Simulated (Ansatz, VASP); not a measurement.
# Two plane-wave programs on CoO

The input INCAR:

```
PREC = Accurate
ENCUT = 520
EDIFF = 1E-7
ISMEAR = -1
SIGMA = 0.05
LREAL = F
LASPH = T
NELM = 120
ALGO = Normal
ISIF = 2
LWAVE = F
LCHARG = F
ISPIN = 2
MAGMOM = 2 0
LORBIT = 11
LMAXMIX = 4
GGA = PE
IBRION = 2
NSW = 60
EDIFFG = -0.005
```

The input KPOINTS:

```
regular mesh
0
Gamma
  9 9 9
```

File POSCAR:

```
CoO
1.0
   -1.4476804224      1.5080004400      2.1072503600
    1.4476804224     -1.5080004400      2.1072503600
    1.4476804224      1.5080004400     -2.1072503600
Co O
1 1
Direct
    0.0000000000      0.0000000000      0.0000000000
    0.5000000000      0.5000000000      0.0000000000
```

input.yaml

```yaml
crystal:
  lattice:
    - [-1.4476804224, 1.50800044, 2.10725036]
    - [1.4476804224, -1.50800044, 2.10725036]
    - [1.4476804224, 1.50800044, -2.10725036]
  atoms:
    - { symbol: Co, position: [0.0, 0.0, 0.0], spin: 2.0 }
    - { symbol: O, position: [0.5, 0.5, 0.0] }
hamiltonian:
  xc: pbe
  pseudopotentials: { kind: paw }
magnetization:
  spin_polarized: true
kpoints:
  mp_grid: { grid: [9, 9, 9] }
scf:
  occupations: { method: fermi_dirac, width: 0.05 }
output:
  forces: true
  stress: true
  eigenvalues: true
relax:
  f_tol: 0.01
  max_steps: 40
```

Change from the starting cell: strain = -0.04.

Alike in both runs: task relaxation of the atoms; functional PBE; k mesh 9 × 9 × 9; occupations fermi-dirac, width 0.05 eV; collinear spin, ferromagnetic start.

|  | VASP | Ansatz |
| --- | --- | --- |
| version | VASP 6.6.1 | Ansatz 0.2.0 |
| potentials or method | VASP PAW PBE potentials, release 64 (Co, O) | Ansatz PAW |
| plane-wave cutoff (eV) | 520 | 420 |
| valence electrons in the cell | 15 | 23 |

Ansatz gave:

```
gap on the k mesh at the Fermi level, each at its own relaxed structure (eV) : none
net moment per atom (μB)                                                     : 1.38
size of the moment on the site where the two differ most (μB)                : 2.37
```

Question: Which values does VASP return?

Answer: gap on the k mesh at the Fermi level, each at its own relaxed structure (eV): none; net moment per atom (μB): 1.37; size of the moment on the site where the two differ most (μB): 2.44.

Site moments also hang on the region over which each program counts them. A gap of «none» marks a metal or a gap that the smearing closes. The two sets of potentials don't hold the same shells in valence.

Caveats: the relaxation stopped at its first step, so nothing moved; a cell with one magnetic atom can't hold antiferromagnetic order, which such compounds often take; semilocal functionals often make such compounds metallic where correlation or magnetic order opens a gap, which also shifts bond lengths.
